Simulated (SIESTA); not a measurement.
## CdSe under changes of volume

One of the cells (24.687 Å³/atom); the others are scaled copies at fixed shape and fractional positions:

```xyz
2
Lattice="0.0000 2.9118 2.9118 2.9118 0.0000 2.9118 2.9118 2.9118 0.0000" Properties=species:S:1:pos:R:3 pbc="T T T"
Cd    0.0000    0.0000    0.0000
Se    2.9118    2.9118    2.9118
```

Measurements of this composition are mostly on another form, of space group No. 186.

- Program: SIESTA 5.4.2
- Functional: VV10
- Potentials or basis: PseudoDojo 0.4 standard (PBE files)
- Basis: DZP (energy shift 0.002 Ry)
- Grid cutoff: 800 Ry
- Energy shift: 0.002 Ry
- k mesh: 8 × 8 × 8
- Occupations: fermi-dirac, width 0.05 eV
- Spin: collinear spin, ferromagnetic start
- Starting moments: [0.5, 0.0] μB
- Fixed moment: 1 μB

| volume (Å³/atom) | energy over the lowest point (meV/atom) | pressure (GPa) |
| --- | --- | --- |
| 23.206 | 71.25 | 8.2 |
| 23.700 | ? | ? |
| 24.194 | 31.37 | 5.0 |
| 24.687 | 18.05 | 3.7 |
| 25.181 | 8.69 | 2.5 |
| 25.675 | 2.71 | 1.4 |
| 26.169 | 0.00 | 0.4 |

**Question.** What does the run at 23.700 Å³/atom give?

**Answer.** Energy over the lowest point 48.93 meV/atom; pressure 6.5 GPa.

Worked out: A Birch-Murnaghan fit of order 3 (a polynomial in V^(-2/3)) to the other rows has its minimum at 26.39 Å³/atom, just outside them, with B0 = V·E''(V) = 48 GPa and B' = 4.2. It gives 48.94 meV/atom at 23.700 Å³/atom, against the run's 48.93, and -dE/dV = 6.4 GPa, against 6.5.

Energies are extrapolated to zero smearing.

Caveats: semicore shells carry a single zeta, which can move pressures by several GPa and volumes by a few percent; the non-local part is tabulated coarsely and may be off by about a percent; the potentials were made for another functional, which shifts forces and pressure; the basis of atomic orbitals isn't converged, which shifts pressures, moduli and gaps; the total moment is fixed, so each spin has its own Fermi level.
